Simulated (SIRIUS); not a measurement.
A run of SIRIUS 7.12.0:

sirius.json

```json
{
  "control": {
    "processing_unit": "cpu",
    "std_evp_solver_name": "lapack",
    "gen_evp_solver_name": "lapack",
    "verbosity": 2,
    "print_forces": true,
    "ortho_rf": true,
    "use_second_variation": true,
    "rmt_max": 3.0,
    "num_bands_to_print": 12,
    "save_wf": true
  },
  "parameters": {
    "electronic_structure_method": "full_potential_lapwlo",
    "xc_functionals": ["XC_GGA_X_WC", "XC_GGA_C_PBE"],
    "core_relativity": "dirac",
    "valence_relativity": "iora",
    "num_fv_states": 12,
    "smearing": "fermi_dirac",
    "smearing_width": 0.0018374661,
    "pw_cutoff": 20,
    "gk_cutoff": 3.64,
    "lmax_apw": 10,
    "lmax_rho": 8,
    "lmax_pot": 8,
    "num_mag_dims": 0,
    "auto_rmt": 0,
    "ngridk": [10, 14, 11],
    "shiftk": [0, 0, 0],
    "num_dft_iter": 80,
    "energy_tol": 1e-07,
    "density_tol": 1e-05,
    "use_symmetry": true
  },
  "settings": {"tol_ne": 1e-10},
  "iterative_solver": {"type": "exact"},
  "mixer": {"type": "anderson", "beta": 0.5, "max_history": 8},
  "unit_cell": {
    "lattice_vectors": [
      [-0.7209517949, 3.5910425295, 3.7266203634],
      [3.2051643855, 0.0509088061, 2.9547597625],
      [3.7200346679, 3.334052211, -0.4639614763]
    ],
    "atom_types": ["Si"],
    "atom_files": {"Si": "Si.json"},
    "atoms": {"Si": [[0.0, 0.0, 0.0]]}
  }
}
```

Si.json

```json
{
  "name": "silicon",
  "symbol": "Si",
  "number": 14,
  "mass": 28.0855,
  "rmin": 1e-06,
  "rmt": 2.14,
  "nrmt": 800,
  "rinf": 17.42,
  "core": "1s",
  "valence": [
    {"basis": [{"enu": 0.18, "dme": 0, "n": 0, "auto": 0}, {"enu": 0.18, "dme": 1, "n": 0, "auto": 0}]},
    {"l": 0, "n": 1, "basis": [{"enu": 0.2067, "dme": 0, "n": 0, "auto": 0}]},
    {"l": 1, "n": 2, "basis": [{"enu": 0.28, "dme": 0, "n": 0, "auto": 0}]},
    {"l": 2, "n": 3, "basis": [{"enu": 0.28, "dme": 0, "n": 0, "auto": 0}]},
    {"l": 3, "n": 4, "basis": [{"enu": 0.28, "dme": 0, "n": 0, "auto": 0}]}
  ],
  "lo": [
    {
      "l": 0,
      "basis": [{"enu": 0.2067, "dme": 0, "n": 0, "auto": 0}, {"enu": 0.2067, "dme": 1, "n": 0, "auto": 0}]
    },
    {
      "l": 0,
      "basis": [{"enu": -4.6607, "dme": 0, "n": 2, "auto": 1}, {"enu": -4.6607, "dme": 1, "n": 2, "auto": 1}]
    },
    {
      "l": 0,
      "basis": [{"enu": -4.6607, "dme": 1, "n": 2, "auto": 1}, {"enu": 0.2067, "dme": 0, "n": 0, "auto": 0}]
    },
    {
      "l": 0,
      "basis": [{"enu": 0.2067, "dme": 0, "n": 0, "auto": 0}, {"enu": 3.7005, "dme": 0, "n": 0, "auto": 0}]
    },
    {"l": 1, "basis": [{"enu": 0.28, "dme": 0, "n": 0, "auto": 0}, {"enu": 0.28, "dme": 1, "n": 0, "auto": 0}]},
    {
      "l": 1,
      "basis": [{"enu": -3.0798, "dme": 0, "n": 2, "auto": 1}, {"enu": -3.0798, "dme": 1, "n": 2, "auto": 1}]
    },
    {
      "l": 1,
      "basis": [{"enu": -3.0798, "dme": 1, "n": 2, "auto": 1}, {"enu": 0.28, "dme": 0, "n": 0, "auto": 0}]
    },
    {"l": 1, "basis": [{"enu": 0.28, "dme": 0, "n": 0, "auto": 0}, {"enu": 4.2978, "dme": 0, "n": 0, "auto": 0}]},
    {"l": 2, "basis": [{"enu": 0.28, "dme": 0, "n": 0, "auto": 0}, {"enu": 0.28, "dme": 1, "n": 0, "auto": 0}]},
    {"l": 2, "basis": [{"enu": 0.28, "dme": 1, "n": 0, "auto": 0}, {"enu": 0.28, "dme": 2, "n": 0, "auto": 0}]},
    {"l": 2, "basis": [{"enu": 0.28, "dme": 0, "n": 0, "auto": 0}, {"enu": 3.6864, "dme": 0, "n": 0, "auto": 0}]},
    {"l": 3, "basis": [{"enu": 0.28, "dme": 0, "n": 0, "auto": 0}, {"enu": 0.28, "dme": 1, "n": 0, "auto": 0}]}
  ],
  "free_atom": [... radial grid and density of the free atom, the start of the SCF ...]
}
```

File sirius_start.json:

```json
{
  "control": {
    "processing_unit": "cpu",
    "std_evp_solver_name": "lapack",
    "gen_evp_solver_name": "lapack",
    "verbosity": 1,
    "print_forces": false,
    "ortho_rf": true,
    "use_second_variation": true,
    "rmt_max": 3.0,
    "num_bands_to_print": 12,
    "save_wf": false
  },
  "parameters": {
    "electronic_structure_method": "full_potential_lapwlo",
    "xc_functionals": ["XC_LDA_X", "XC_LDA_C_PW"],
    "core_relativity": "dirac",
    "valence_relativity": "iora",
    "num_fv_states": 12,
    "smearing": "fermi_dirac",
    "smearing_width": 0.0055123983,
    "pw_cutoff": 20,
    "gk_cutoff": 2.92,
    "lmax_apw": 10,
    "lmax_rho": 8,
    "lmax_pot": 8,
    "num_mag_dims": 0,
    "auto_rmt": 0,
    "ngridk": [4, 6, 4],
    "shiftk": [0, 0, 0],
    "num_dft_iter": 30,
    "energy_tol": 0.01,
    "density_tol": 0.05,
    "use_symmetry": true
  },
  "settings": {"tol_ne": 1e-10},
  "iterative_solver": {"type": "exact"},
  "mixer": {"type": "anderson", "beta": 0.5, "max_history": 8},
  "unit_cell": {
    "lattice_vectors": [
      [-0.7209517949, 3.5910425295, 3.7266203634],
      [3.2051643855, 0.0509088061, 2.9547597625],
      [3.7200346679, 3.334052211, -0.4639614763]
    ],
    "atom_types": ["Si"],
    "atom_files": {"Si": "Si.json"},
    "atoms": {"Si": [[0.0, 0.0, 0.0]]}
  }
}
```

The input sirius_bands.json:

```json
{
  "control": {
    "processing_unit": "cpu",
    "std_evp_solver_name": "lapack",
    "gen_evp_solver_name": "lapack",
    "verbosity": 2,
    "print_forces": true,
    "ortho_rf": true,
    "use_second_variation": true,
    "rmt_max": 3.0,
    "num_bands_to_print": 12,
    "save_wf": true
  },
  "parameters": {
    "electronic_structure_method": "full_potential_lapwlo",
    "xc_functionals": ["XC_GGA_X_WC", "XC_GGA_C_PBE"],
    "core_relativity": "dirac",
    "valence_relativity": "iora",
    "num_fv_states": 12,
    "smearing": "fermi_dirac",
    "smearing_width": 0.0018374661,
    "pw_cutoff": 20,
    "gk_cutoff": 3.64,
    "lmax_apw": 10,
    "lmax_rho": 8,
    "lmax_pot": 8,
    "num_mag_dims": 0,
    "auto_rmt": 0,
    "ngridk": [10, 14, 11],
    "shiftk": [0, 0, 0],
    "num_dft_iter": 80,
    "energy_tol": 1e-07,
    "density_tol": 1e-05,
    "use_symmetry": true
  },
  "settings": {"tol_ne": 1e-10},
  "iterative_solver": {"type": "exact"},
  "mixer": {"type": "anderson", "beta": 0.5, "max_history": 8},
  "unit_cell": {
    "lattice_vectors": [
      [-0.7209517949, 3.5910425295, 3.7266203634],
      [3.2051643855, 0.0509088061, 2.9547597625],
      [3.7200346679, 3.334052211, -0.4639614763]
    ],
    "atom_types": ["Si"],
    "atom_files": {"Si": "Si.json"},
    "atoms": {"Si": [[0.0, 0.0, 0.0]]}
  },
  "kpoints_rel": {
    "G": [0.0, 0.0, 0.0],
    "L": [-0.5, 0.0, -0.5],
    "M": [0.0, 0.5, 0.5],
    "N": [0.5, 0.5, 0.0],
    "R": [0.0, 0.5, 0.0],
    "X": [0.0, 0.0, -0.5],
    "Y": [-0.5, 0.0, 0.0],
    "Z": [0.5, 0.5, 0.5]
  },
  "kpoints_path": ["X", "G", "Y"]
}
```

Potentials or basis: all-electron FP-LAPW, apw+lo standard.

The run is started by

```sh
$ OMP_NUM_THREADS=1 sirius.scf --input=sirius_start.json --output=start.json
$ OMP_NUM_THREADS=1 sirius.scf --input=sirius.json --output=output.json --task=1
$ OMP_NUM_THREADS=1 sirius.scf --input=sirius_bands.json --output=bands_out.json --task=2
```

Hardware: 1 thread of Arm Neoverse V2 (shared host).

Question: How long does it take, and how much memory?

Answer: It took 41 s on 1 thread of Arm Neoverse V2, on a shared host, peak memory 0.82 GiB. Counts: scf iterations 5, k points 772, plane waves 73, basis 111, bands 12.
